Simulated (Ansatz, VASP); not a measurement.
# Two plane-wave programs on Fe

INCAR

```
SYSTEM = Fe
PREC = Accurate
ENCUT = 520
EDIFF = 1E-6
ISMEAR = -1
SIGMA = 0.1
LREAL = .FALSE.
LASPH = .TRUE.
NELM = 150
ALGO = Normal
ISIF = 2
LWAVE = .FALSE.
LCHARG = .FALSE.
ISPIN = 2
MAGMOM = 0.4
LORBIT = 11
LMAXMIX = 4
GGA = PE
NBANDS = 14
```

The input KPOINTS:

```
Automatic mesh
0
G
  12 12 12
  0 0 0
```

Contents of POSCAR:

```
Fe
1.0
    0.0000000000      1.7845000000      1.7845000000
    1.7845000000      0.0000000000      1.7845000000
    1.7845000000      1.7845000000      0.0000000000
Fe
1
Direct
    0.0000000000      0.0000000000      0.0000000000
```

Input for Ansatz:

```yaml
crystal:
  lattice:
    - [0.0, 1.7845, 1.7845]
    - [1.7845, 0.0, 1.7845]
    - [1.7845, 1.7845, 0.0]
  atoms:
    - { symbol: Fe, position: [0.0, 0.0, 0.0], spin: 0.4 }
magnetization:
  spin_polarized: true
hamiltonian:
  xc: pbe
  pseudopotentials: { kind: paw }
basis:
  ecutwfc: 420
kpoints:
  mp_grid: { grid: [12, 12, 12] }
scf:
  occupations: { method: fermi_dirac, width: 0.1 }
  lower_state_search: "off"
output:
  forces: true
  stress: true
```

Change from the starting cell: parallel moments scaled by 0.1, free total moment.

Alike in both runs: task single point; functional PBE; k mesh 12 × 12 × 12; occupations fermi-dirac, width 0.1 eV; collinear spin.

|  | VASP | Ansatz |
| --- | --- | --- |
| version | VASP 6.6.1 | Ansatz 0.2.0 |
| potentials or method | VASP PAW PBE potentials, release 64 (Fe) | PAW, plane waves, scalar-relativistic |
| plane-wave cutoff (eV) | 520 | 420 |
| valence electrons in the cell | 8 | 16 |

|  | VASP | Ansatz | Ansatz less VASP |
| --- | --- | --- | --- |
| pressure (GPa) | -23.0 | -9.9 | +13.02 |
| net moment per atom (μB) | 0.00 | 1.49 | +1.491 |
| size of the moment on the site where the two differ most (μB) | 0.00 | 1.52 | +1.518 |

The net moments differ so much that the two runs ended in different magnetic states, which moves the other rows too. Site moments also hang on the region over which each program counts them. The two sets of potentials don't hold the same shells in valence.

Caveats: so large a pressure means that the cell lies far from this level's equilibrium, or that cutoff or potentials fall short (VASP).
